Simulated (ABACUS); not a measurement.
# Sb (R-3m) in ABACUS: a series of runs

One crystal, Sb, is run at these levels: LDA; tasks: single point, relaxation of cell and atoms.

All numbers are computed with ABACUS 3.10.1; they aren't measurements. Logs are shortened: lines on timing, memory, paths and dates and some standing lists are left out, and cuts for length are marked.

## Step 1: Starting point

It takes space group R-3m (No. 166, trigonal). The conventional cell has a = 4.308 Å, b = 4.308 Å, c = 11.274 Å, α = 90.00°, β = 90.00°, γ = 120.00°. Sb (site symmetry 3m) is surrounded by 3 Sb at 2.91 Å.

## Step 2: Single point, LDA

Contents of run_abacus.py:

```python
"""ABACUS run from a structure file: ASE reads it, the script writes STRU, KPT and INPUT."""
import re
import subprocess
from ase.io import read
from ase.units import Bohr

atoms = read("Sb.cif")
atoms = atoms[(-atoms.numbers).argsort(kind="stable")]  # ABACUS lists atoms element by element
pseudo = {'Sb': 'sb_lda_v1.4.uspp.F.UPF'}
orbital = {}
magmoms = None
kmesh = [6, 6, 6]
params = {
    'suffix': 'Sb',
    'calculation': 'scf',
    'basis_type': 'pw',
    'pseudo_dir': './',
    'symmetry': 1,
    'dft_functional': 'pz',
    'ecutwfc': 40,
    'pseudo_rcut': 10,
    'nspin': 1,
    'nbands': 25,
    'ks_solver': 'dav',
    'smearing_method': 'fd',
    'smearing_sigma': 0.00367493,
    'scf_thr': 1e-08,
    'scf_nmax': 100,
    'mixing_type': 'broyden',
    'mixing_beta': 0.7,
    'cal_force': 1,
    'cal_stress': 1,
    'ecutrho': 320,
    'out_chg': 1,
    'kpar': 4,
}

symbols = atoms.get_chemical_symbols()
elements = list(dict.fromkeys(symbols))
lines = ["ATOMIC_SPECIES"] + [f"{e} {atoms.get_masses()[symbols.index(e)]:.4f} {pseudo[e]}" for e in elements]
if orbital:
    lines += ["", "NUMERICAL_ORBITAL"] + [orbital[e] for e in elements]
lines += ["", "LATTICE_CONSTANT", f"{1 / Bohr:.10f}", "", "LATTICE_VECTORS"]
lines += [" ".join(f"{x:.10f}" for x in v) for v in atoms.cell]
lines += ["", "ATOMIC_POSITIONS", "Direct"]
for e in elements:
    lines += ["", e, "0.0", str(symbols.count(e))]
    for i, p in enumerate(atoms.get_scaled_positions(wrap=False)):
        if symbols[i] == e:
            mag = "" if magmoms is None else " mag " + " ".join(str(x) for x in (magmoms[i] if isinstance(magmoms[i], list) else [magmoms[i]]))
            lines.append(" ".join(f"{x:.10f}" for x in p) + " 1 1 1" + mag)
open("STRU", "w").write("\n".join(lines) + "\n")
open("KPT", "w").write("K_POINTS\n0\nGamma\n%d %d %d 0 0 0\n" % tuple(kmesh))
open("INPUT", "w").write("INPUT_PARAMETERS\n" + "".join(f"{k:<20s}{v}\n" for k, v in params.items()))

done = subprocess.run(['mpirun', '-np', '4', 'abacus'])
if done.returncode:
    raise SystemExit(done.returncode)
log = open("OUT.Sb/running_scf.log").read()
print("final energy (eV):", re.findall(r"FINAL_ETOT_IS (\S+)", log))
```

Contents of Sb.cif:

```cif
data_Sb
_cell_length_a 4.50666183
_cell_length_b 4.50666183
_cell_length_c 4.50666183
_cell_angle_alpha 57.11017317
_cell_angle_beta 57.11017317
_cell_angle_gamma 57.11017317
_space_group_name_H-M_alt 'P1'
_space_group_name_Hall 'P 1'
_space_group_IT_number 1
loop_
_space_group_symop_operation_xyz
'x,y,z'
loop_
_atom_site_label
_atom_site_type_symbol
_atom_site_symmetry_multiplicity
_atom_site_Wyckoff_symbol
_atom_site_fract_x
_atom_site_fract_y
_atom_site_fract_z
_atom_site_occupancy
Sb1 Sb 1 a 0.7665100000 0.7665100000 0.7665100000 1
Sb2 Sb 1 a 0.2334900000 0.2334900000 0.2334900000 1
```

Potentials or basis: GBRV ultrasoft 1.5 LDA, plane waves.

The run is started by

```console
> OMP_NUM_THREADS=1 python run_abacus.py > log
```

running log:

```text
ABACUS v3.10.1

               Atomic-orbital Based Ab-initio Computation at UStc

 ------------------------------------------------------------------------------------

 READING GENERAL INFORMATION
                           global_out_dir = OUT.Sb/
                           global_in_card = INPUT
                               pseudo_dir = ./
                              orbital_dir =
                                    DSIZE = 4
                                    GSIZE = 1

 READING UNITCELL INFORMATION
                                    ntype = 1
                  lattice constant (Bohr) = 1.88973
              lattice constant (Angstrom) = 1

 READING ATOM TYPE 1
                               atom label = Sb
                      L=0, number of zeta = 1
                      L=1, number of zeta = 1
                      L=2, number of zeta = 1
             number of atom for this type = 2

                        TOTAL ATOM NUMBER = 2
DIRECT COORDINATES
    atom                   x                   y                   z     mag                  vx                  vy                  vz
taud_Sb1            0.7665100000        0.7665100000        0.7665100000  0.0000        0.0000000000        0.0000000000        0.0000000000
taud_Sb2            0.2334900000        0.2334900000        0.2334900000  0.0000        0.0000000000        0.0000000000        0.0000000000

                          Volume (Bohr^3) = 407.677
                             Volume (A^3) = 60.4114

 Lattice vectors: (Cartesian coordinate: in unit of a_0)
             +4.50666                  +0                  +0
             +2.44723            +3.78432                  +0
             +2.44723            +1.33179            +3.54223
 Reciprocal vectors: (Cartesian coordinate: in unit of 2 pi/a_0)
            +0.221894           -0.143494          -0.0993505
                   -0           +0.264248          -0.0993505
                   +0                  -0           +0.282308
 The esolver type has been set to : ksdft_pw

                PAO radial cut off (Bohr) = 10

 Read in pseudopotential file is sb_lda_v1.4.uspp.F.UPF
                     pseudopotential type = US
          exchange-correlation functional = PZ
                 nonlocal core correction = 1
                        valence electrons = 15
                                     lmax = 2
                           number of zeta = 3
                     number of projectors = 6
                           L of projector = 0
                           L of projector = 0
                           L of projector = 1
                           L of projector = 1
                           L of projector = 2
                           L of projector = 2
     initial pseudo atomic orbital number = 18

 SETUP THE ELECTRONS NUMBER
            electron number of element Sb = 15
      total electron number of element Sb = 30
            AUTOSET number of electrons:  = 30
                           occupied bands = 15
                                   NBANDS = 25
                                   NLOCAL = 18

%%%%%%%%%%%%%%%%%%%%%%%%%%%%%%%%%%%%%%%%%%%%%%%%%%%%%%%%%%%%%%%%%%%%%%%%%%%%%%%%%%%%%%%%%%%%%%%%%%%%%%%%%%
 Warning: the number of valence electrons in pseudopotential > 5 for Sb: [Kr] 4d10 5s2 5p3
 Pseudopotentials with additional electrons can yield (more) accurate outcomes, but may be less efficient.
 If you're confident that your chosen pseudopotential is appropriate, you can safely ignore this warning.
%%%%%%%%%%%%%%%%%%%%%%%%%%%%%%%%%%%%%%%%%%%%%%%%%%%%%%%%%%%%%%%%%%%%%%%%%%%%%%%%%%%%%%%%%%%%%%%%%%%%%%%%%%

 SETUP THE PLANE WAVE BASIS
 energy cutoff for charge/potential (unit:Ry) = 160
            fft grid for charge/potential = [ 36, 36, 36 ]
                        fft grid division = [ 1, 1, 1 ]
        big fft grid for charge/potential = [ 50, 50, 50 ]
                                     nbxx = 125000
                                     nrxx = 46656

 SETUP PLANE WAVES FOR CHARGE/POTENTIAL
[... 46 lines left out ...]
[... 22 lines left out ...]
      29 -0.33333333  0.33333333  0.33333333  0.0278      88
      30  0.50000000  0.50000000  0.33333333  0.0278      93
[... 2 further k points ...]

                               nkstot now = 32
[... K-POINTS DIRECT COORDINATES: 32 rows ...]

           k-point number in this process = 8
       minimum distributed K point number = 8
[... stars of the k points ...]

[... K-POINTS CARTESIAN COORDINATES: 8 rows ...]

[... K-POINTS DIRECT COORDINATES: 8 rows ...]

 SETUP PLANE WAVES FOR WAVE FUNCTIONS
     energy cutoff for wavefunc (unit:Ry) = 40
              fft grid for wave functions = [ 36, 36, 36 ]
                    number of plane waves = 2169
                         number of sticks = 225

 PARALLEL PW FOR WAVE FUNCTIONS
     PROC   COLUMNS(POT)             PW
        1            225           2169
 --------------- sum -------------------
        1            225           2169

 SETUP NONLOCAL PSEUDOPOTENTIALS IN PLANE WAVE BASIS
 Sb non-local projectors:
 projector 1 L=0
 projector 2 L=0
 projector 3 L=1
 projector 4 L=1
 projector 5 L=2
 projector 6 L=2
      TOTAL NUMBER OF NONLOCAL PROJECTORS = 36

 Init Non-Local PseudoPotential table :
 Init Non-Local-Pseudopotential done.

                                     npwx = 1762

 Make real space PAO into reciprocal space.
       max mesh points in Pseudopotential = 771
     dq(describe PAO in reciprocal space) = 0.01
                                    max q = 763

 number of pseudo atomic orbitals for Sb is 3
WARNING: norm of atomic wavefunction # 3 of atomic type Sb is 0.999997, renormalized

 -------------------------------------------
 SELF-CONSISTENT
 -------------------------------------------
                                 init_chg = atomic

 PW ALGORITHM --------------- ION=   1  ELEC=   1--------------------------------

 Density error is 2.10386495385
                          Error Threshold = 0.01
----------------------------------------------------------
     Energy           Rydberg                 eV
----------------------------------------------------------
 E_KohnSham     -368.4935240504      -5013.6116031850
 E_Harris       -393.9136898898      -5359.4707027056
 E_Fermi        0.8217459800         11.1804276366
----------------------------------------------------------
[... 51 lines left out ...]
 Density error is 8.06618861563e-09
                          Error Threshold = 2.33138771941e-09
----------------------------------------------------------
     Energy           Rydberg                 eV
----------------------------------------------------------
 E_KohnSham     -369.1377441170      -5022.3766668573
 E_KS(sigma->0) -369.1376524659      -5022.3754198803
 E_Harris       -369.1370689906      -5022.3674812914
 E_band         -25.0944201723       -341.4271023497
 E_one_elec     -166.1373434447      -2260.4145214302
 E_Hartree      99.5042682781        1353.8250239029
 E_xc           -86.7955155719       -1180.9135726257
 E_Ewald        -215.7089700764      -2934.8711027503
 E_entropy(-TS) -0.0001833022        -0.0024939540
 E_descf        0.0000000000         0.0000000000
 E_exx          0.0000000000         0.0000000000
 E_Fermi        0.7277200692         9.9011394905
----------------------------------------------------------

 charge density convergence is achieved
 final etot is -5022.3766669 eV
 EFERMI = 9.9011394905 eV

 STATE ENERGY(eV) AND OCCUPATIONS    NSPIN == 1
 1/8 kpoint (Cartesian) = 0.0000 0.0000 0.0000 (1743 pws)
       1       -19.4117     0.00925926
       2       -19.4117     0.00925926
       3       -19.3202     0.00925926
       4       -19.3202     0.00925926
       5       -19.2963     0.00925926
       6       -19.2055     0.00925926
[... 152 lines left out ...]
      24        21.6592        0.00000
      25        21.7569        0.00000

[... levels at 2 further k points ...]

------------------------------------------------------------------------------------------
 TOTAL-FORCE (eV/Angstrom)
------------------------------------------------------------------------------------------
                       Sb1         0.0463528409         0.0252252729         0.0174651951
                       Sb2        -0.0463528409        -0.0252252729        -0.0174651951
------------------------------------------------------------------------------------------

----------------------------------------------------------------
 TOTAL-STRESS (KBAR)
----------------------------------------------------------------
       -10.8878238449        -0.7283794396        -0.5043072897
        -0.7283794396        -9.9457711263        -0.2744446455
        -0.5043072897        -0.2744446455        -9.7394030860
----------------------------------------------------------------
 TOTAL-PRESSURE: -10.190999 KBAR

 --------------------------------------------
 !FINAL_ETOT_IS -5022.3766668572852723 eV
 --------------------------------------------
```

Wall time 13 s (4 MPI ranks of Intel Xeon Platinum 8488C (Sapphire Rapids), shared host); peak memory 0.84 GiB.

What came out:

| Property | Result |
| --- | --- |
| Free energy | -5022.3767 eV |
| Pressure | -1.0 GPa |
| Largest force | 0.056 eV/Å |
| Band gap on the k mesh | none (metal or under the smearing width) |

Forces in eV/Å, atoms in the order of the input:
```
Sb   0.046  0.025  0.017
Sb  -0.046 -0.025 -0.017
```

The run has no spin-orbit coupling, so splittings on Sb are missing.

## Step 3: Relaxation of cell and atoms, LDA

Contents of run_abacus.py:

```python
"""Relaxation by an ASE optimiser with ABACUS as a small file-based calculator."""
import re
import subprocess
import spglib
from ase import Atoms
import numpy as np
from ase.calculators.calculator import Calculator, all_changes
from ase.filters import FrechetCellFilter
from ase.io import read
from ase.optimize import BFGS
from ase.stress import full_3x3_to_voigt_6_stress
from ase.units import Bohr, GPa

atoms = read("Sb.cif")
cell, frac, numbers = spglib.standardize_cell((atoms.cell[:], atoms.get_scaled_positions(), atoms.numbers), to_primitive=True, symprec=1e-4)
atoms = Atoms(numbers=numbers, cell=cell, scaled_positions=frac, pbc=True)  # the primitive cell
atoms = atoms[(-atoms.numbers).argsort(kind="stable")]  # ABACUS lists atoms element by element
pseudo = {'Sb': 'sb_lda_v1.4.uspp.F.UPF'}
orbital = {}
magmoms = None
kmesh = [6, 6, 6]
params = {
    'suffix': 'Sb',
    'calculation': 'scf',
    'basis_type': 'pw',
    'pseudo_dir': './',
    'symmetry': 1,
    'dft_functional': 'pz',
    'ecutwfc': 40,
    'pseudo_rcut': 10,
    'nspin': 1,
    'nbands': 19,
    'ks_solver': 'dav',
    'smearing_method': 'fd',
    'smearing_sigma': 0.00367493,
    'scf_thr': 1e-08,
    'scf_nmax': 100,
    'mixing_type': 'broyden',
    'mixing_beta': 0.7,
    'cal_force': 1,
    'cal_stress': 1,
    'ecutrho': 320,
    'kpar': 4,
}

def write_input(atoms):
    symbols = atoms.get_chemical_symbols()
    elements = list(dict.fromkeys(symbols))
    lines = ["ATOMIC_SPECIES"] + [f"{e} {atoms.get_masses()[symbols.index(e)]:.4f} {pseudo[e]}" for e in elements]
    if orbital:
        lines += ["", "NUMERICAL_ORBITAL"] + [orbital[e] for e in elements]
    lines += ["", "LATTICE_CONSTANT", f"{1 / Bohr:.10f}", "", "LATTICE_VECTORS"]
    lines += [" ".join(f"{x:.10f}" for x in v) for v in atoms.cell]
    lines += ["", "ATOMIC_POSITIONS", "Direct"]
    for e in elements:
        lines += ["", e, "0.0", str(symbols.count(e))]
        for i, p in enumerate(atoms.get_scaled_positions(wrap=False)):
            if symbols[i] == e:
                mag = "" if magmoms is None else " mag " + " ".join(str(x) for x in (magmoms[i] if isinstance(magmoms[i], list) else [magmoms[i]]))
                lines.append(" ".join(f"{x:.10f}" for x in p) + " 1 1 1" + mag)
    open("STRU", "w").write("\n".join(lines) + "\n")
    open("KPT", "w").write("K_POINTS\n0\nGamma\n%d %d %d 0 0 0\n" % tuple(kmesh))
    open("INPUT", "w").write("INPUT_PARAMETERS\n" + "".join(f"{k:<20s}{v}\n" for k, v in params.items()))

class Abacus(Calculator):
    implemented_properties = ["energy", "free_energy", "forces", "stress"]

    def calculate(self, atoms=None, properties=("energy",), system_changes=all_changes):
        super().calculate(atoms, properties, system_changes)
        write_input(self.atoms)
        subprocess.run(['mpirun', '-np', '4', 'abacus'], check=True)
        log = open("OUT.Sb/running_scf.log").read()
        if "charge density convergence is achieved" not in log:
            raise RuntimeError("SCF not converged")
        rows = lambda title, n: np.array([l.split()[-3:] for l in log.split(title)[-1].split("\n")[2:2 + n]], float)
        energy = float(re.findall(r"FINAL_ETOT_IS (\S+)", log)[-1])
        stress = -rows("TOTAL-STRESS", 3) / 10 * GPa  # ABACUS prints kbar, compression positive
        self.results = dict(energy=energy, free_energy=energy, forces=rows("TOTAL-FORCE", len(self.atoms)), stress=full_3x3_to_voigt_6_stress(stress))

atoms.calc = Abacus()
opt = BFGS(FrechetCellFilter(atoms), logfile="opt.log", trajectory="relax.traj")
print("optimiser converged:", opt.run(fmax=0.02, steps=60))
```

Contents of Sb.cif:

```cif
data_Sb
_cell_length_a 4.30840000
_cell_length_b 4.30840000
_cell_length_c 11.27400000
_cell_angle_alpha 90.00000000
_cell_angle_beta 90.00000000
_cell_angle_gamma 120.00000000
_space_group_name_H-M_alt 'R-3m'
_space_group_name_Hall '-R 3 2"'
_space_group_IT_number 166
loop_
_space_group_symop_operation_xyz
'x,y,z'
'-x,-y,-z'
'-y,x-y,z'
'y,-x+y,-z'
'-x+y,-x,z'
'x-y,x,-z'
'y,x,-z'
'-y,-x,z'
'x-y,-y,-z'
'-x+y,y,z'
'-x,-x+y,-z'
'x,x-y,z'
'x+2/3,y+1/3,z+1/3'
'-x+2/3,-y+1/3,-z+1/3'
'-y+2/3,x-y+1/3,z+1/3'
'y+2/3,-x+y+1/3,-z+1/3'
'-x+y+2/3,-x+1/3,z+1/3'
'x-y+2/3,x+1/3,-z+1/3'
'y+2/3,x+1/3,-z+1/3'
'-y+2/3,-x+1/3,z+1/3'
'x-y+2/3,-y+1/3,-z+1/3'
'-x+y+2/3,y+1/3,z+1/3'
'-x+2/3,-x+y+1/3,-z+1/3'
'x+2/3,x-y+1/3,z+1/3'
'x+1/3,y+2/3,z+2/3'
'-x+1/3,-y+2/3,-z+2/3'
'-y+1/3,x-y+2/3,z+2/3'
'y+1/3,-x+y+2/3,-z+2/3'
'-x+y+1/3,-x+2/3,z+2/3'
'x-y+1/3,x+2/3,-z+2/3'
'y+1/3,x+2/3,-z+2/3'
'-y+1/3,-x+2/3,z+2/3'
'x-y+1/3,-y+2/3,-z+2/3'
'-x+y+1/3,y+2/3,z+2/3'
'-x+1/3,-x+y+2/3,-z+2/3'
'x+1/3,x-y+2/3,z+2/3'
loop_
_atom_site_label
_atom_site_type_symbol
_atom_site_symmetry_multiplicity
_atom_site_Wyckoff_symbol
_atom_site_fract_x
_atom_site_fract_y
_atom_site_fract_z
_atom_site_occupancy
Sb1 Sb 6 c 0.0000000000 0.0000000000 0.7665100000 1
```

Potentials or basis: GBRV ultrasoft 1.5 LDA, plane waves.

The run is started by

```console
> OMP_NUM_THREADS=1 python run_abacus.py > log
```

Wall time 68 s (4 MPI ranks of Intel Xeon Platinum 8488C (Sapphire Rapids), shared host); peak memory 0.84 GiB.

The run converged. Its results:

| Item | Value |
| --- | --- |
| Free energy | -5022.3807 eV |
| Relaxed volume | 29.50 Å³/atom |
| Relaxed cell | a = 4.458 Å, b = 4.458 Å, c = 4.458 Å, α = 57.46°, β = 57.46°, γ = 57.46° |
| Space group after relaxing (to 0.05 Å) | R-3m (No. 166) |
| Energy gained by relaxing | 2.0 meV/atom |
| Ionic steps | 6 |
| Pressure after relaxing | 0.0 GPa |
| Largest force after relaxing | 0.010 eV/Å |
| Band gap on the k mesh | none (metal or under the smearing width) |

Forces in eV/Å, atoms in the order of the input:
```
Sb   0.000  0.000  0.010
Sb   0.000  0.000 -0.010
```

Stress tensor (GPa, compression positive):
```
 0.09  0.00  0.00
 0.00  0.09  0.00
 0.00  0.00 -0.09
```

The path:
```
step  energy change (eV)  largest force (eV/Å)  pressure (GPa)  volume (Å³)
   1              0.0000                0.0627           -1.11        60.41
   2             -0.0016                0.0303           -0.83        60.14
   3             -0.0034                0.0537           -0.04        59.38
   4             -0.0035                0.0508           -0.02        59.34
   5             -0.0041                0.0035            0.05        59.00
   6             -0.0041                0.0104            0.03        59.00
```

Final structure:
```
CELL_PARAMETERS angstrom
2.14308 1.23731 3.70852
-2.14308 1.23731 3.70852
0.00000 -2.47461 3.70852
ATOMIC_POSITIONS crystal
Sb 0.76581 0.76581 0.76581
Sb 0.23419 0.23419 0.23419
```

Levels at points of the mesh, in eV from the Fermi level:
| k point | band 12 | band 13 | band 14 | band 15 | band 16 | band 17 | band 18 | band 19 |
| --- | --- | --- | --- | --- | --- | --- | --- | --- |
| (0.00, 0.00, 0.00) | -4.88 | -2.10 | -1.86 | -1.86 | 2.16 | 2.73 | 2.73 | 5.13 |
| (0.50, 0.00, 0.00) | -9.83 | -1.93 | -1.81 | -0.34 | -0.25 | 0.14 | 0.39 | 7.74 |
| (0.50, 0.50, 0.00) | -8.10 | -5.61 | -3.86 | -3.77 | 1.52 | 5.00 | 5.53 | 7.03 |
| (0.50, 0.50, 0.50) | -9.21 | -1.33 | -1.33 | -0.52 | 0.03 | 0.03 | 1.03 | 7.15 |

Spin-orbit coupling is left out, which matters for the levels of Sb. Zero-point motion and thermal expansion aren't in these numbers.
